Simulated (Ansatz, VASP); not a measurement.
# Two plane-wave programs on Pd

```
CELL_PARAMETERS angstrom
0.00000 1.92114 1.92114
1.92114 0.00000 1.92114
1.92114 1.92114 0.00000
ATOMIC_POSITIONS crystal
Pd 0.00000 0.00000 0.00000
```

Alike in both runs: task single point; functional LDA; k mesh 14 × 14 × 14; no spin polarisation.

|  | VASP | Ansatz |
| --- | --- | --- |
| version | VASP 6.6.1 | Ansatz 0.2.0 |
| potentials or method | VASP PAW LDA potentials, release 64 (Pd) | plane waves (420 eV) with PAW, scalar-relativistic |
| plane-wave cutoff (eV) | 520 | 420 |
| occupations | methfessel-paxton of order 1, width 0.6 eV | cold, width 0.6 eV |
| valence electrons in the cell | 10 | 18 |

Ansatz gave:

- pressure (GPa): -0.9

What did VASP give for the same quantities?

Pressure (GPa): 0.1.

The two sets of potentials don't hold the same shells in valence. Ansatz warned: «pseudo_functional_mismatch».
